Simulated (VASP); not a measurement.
Set up this calculation in VASP 6.6.1, as the native input.

```yaml
Task: single point
Functional: HSE06
Potentials_or_basis: VASP PAW PBE potentials, release 64 (Mo_sv, S)
Cutoff: 450 eV
k_mesh: 4 × 4 × 1
Occupations: gaussian, width 0.05 eV
Spin: collinear spin, antiferromagnetic start
Starting_moments: "[1.0, -1.0, 0.0, 0.0, 0.0, 0.0] μB"
Grid_for_exact_exchange_PRECFOCK: Fast
Screening_parameter: 0.2 1/A
Further_INCAR_settings: ALGO = Normal; EDIFF = 1e-07
```

Crystal: MoS2.

```
Mo S
1.0
     3.16100    0.00000    0.00000
    -1.58050    2.73751    0.00000
     0.00000    0.00000   12.29500
Mo S
2 4
Direct
  0.33333 0.66667 0.25000
  0.66667 0.33333 0.75000
  0.33333 0.66667 0.62750
  0.66667 0.33333 0.12750
  0.33333 0.66667 0.87250
  0.66667 0.33333 0.37250
```

One way to write it, as run:

POSCAR

```
MoS2
1.0
    3.1610015200      0.0000000000      0.0000000000
   -1.5805007600      2.7375076200      0.0000000000
    0.0000000000      0.0000000000     12.2949997000
Mo S
2 4
Direct
    0.3333333333      0.6666666667      0.2500000000
    0.6666666667      0.3333333333      0.7500000000
    0.3333333333      0.6666666667      0.6275000000
    0.6666666667      0.3333333333      0.1275000000
    0.3333333333      0.6666666667      0.8725000000
    0.6666666667      0.3333333333      0.3725000000
```

INCAR.step1

```
SYSTEM = MoS2
PREC = Accurate
ENCUT = 450
EDIFF = 1E-5
ISMEAR = 0
SIGMA = 0.05
LREAL = .False.
LASPH = .True.
NELM = 100
ALGO = Normal
ISIF = 2
LWAVE = .True.
LCHARG = .False.
ISPIN = 2
MAGMOM = 1 -1 0 0 0 0
LORBIT = 11
LMAXMIX = 4
GGA = PE
```

INCAR.step2

```
SYSTEM = MoS2
PREC = Accurate
ENCUT = 450
EDIFF = 1E-7
ISMEAR = 0
SIGMA = 0.05
LREAL = .False.
LASPH = .True.
NELM = 100
ALGO = Normal
ISIF = 2
LWAVE = .False.
LCHARG = .False.
ISPIN = 2
MAGMOM = 1 -1 0 0 0 0
LORBIT = 11
LMAXMIX = 4
GGA = PE
LHFCALC = .True.
HFSCREEN = 0.2
PRECFOCK = Fast
ISTART = 1
```

KPOINTS

```
regular mesh
0
Gamma
  4 4 1
  0 0 0
```

Potentials or basis: VASP PAW PBE potentials, release 64 (Mo_sv, S).

Launch:

```sh
$ cat potpaw_PBE.64/Mo_sv/POTCAR potpaw_PBE.64/S/POTCAR > POTCAR
$ cp INCAR.step1 INCAR
$ mpirun -np 1 vasp_std > vasp.out
$ cp INCAR.step2 INCAR
$ mpirun -np 1 vasp_std > vasp.out
```

Results of the run:

```json
{
  "Pressure": "3.5 GPa",
  "Largest force": "0.659 eV/Å",
  "Band gap on the k mesh": "1.76 eV, indirect (least direct gap 2.72 eV)",
  "Net moment": "0.00 μB per cell",
  "Valence electrons inside the program's atomic spheres": "Mo 12.53; S 3.73"
}
```

Caveat: the k mesh is coarse (spacing up to 0.57 Å⁻¹), so the values aren't converged, least of all with exact exchange; the PAW data sets were made with another functional, which shifts forces and pressure a little; an odd mesh through Γ misses points on the zone boundary, where band edges often lie; this functional lacks dispersion, which binds the layers, so the pressure and a relaxed spacing across them are unreliable.

Wall time 8.2 min on 1 thread of Intel(R) Xeon(R) 6975P-C (Granite Rapids), with other jobs on the host, peak memory 0.33 GiB.
